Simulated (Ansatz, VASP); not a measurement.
**Two plane-wave programs on LiCl**

```
Li Cl
1.0
     2.02055    1.16657    7.12207
    -2.02055    1.16657    7.12207
     0.00000   -2.33313    7.12207
Li Cl
2 2
Direct
  0.88320 0.88320 0.88320
  0.11680 0.11680 0.11680
  0.23295 0.23295 0.23295
  0.76705 0.76705 0.76705
```

The cell was built by a generator and needn't be a form met in nature.

Alike in both runs: task single point; functional PBE; k mesh 6 × 6 × 6; occupations gaussian, width 0.02 eV; no spin polarisation.

|  | VASP | Ansatz |
| --- | --- | --- |
| version | VASP 6.6.1 | Ansatz 0.2.0 |
| potentials or method | VASP PAW PBE potentials, release 64 (Li_sv, Cl) | scalar-relativistic, plane waves, PAW |
| plane-wave cutoff (eV) | 520 | 420 |
| valence electrons in the cell | 20 | 20 |

```tsv
	VASP	Ansatz	Ansatz less VASP
gap on the k mesh at the Fermi level (eV)	5.76	5.75	-0.005
least direct gap on the mesh (eV)	5.78	5.78	-0.004
```

 PBE gaps usually lie below the measured ones, often by a third to a half. A k mesh can miss the band edges.
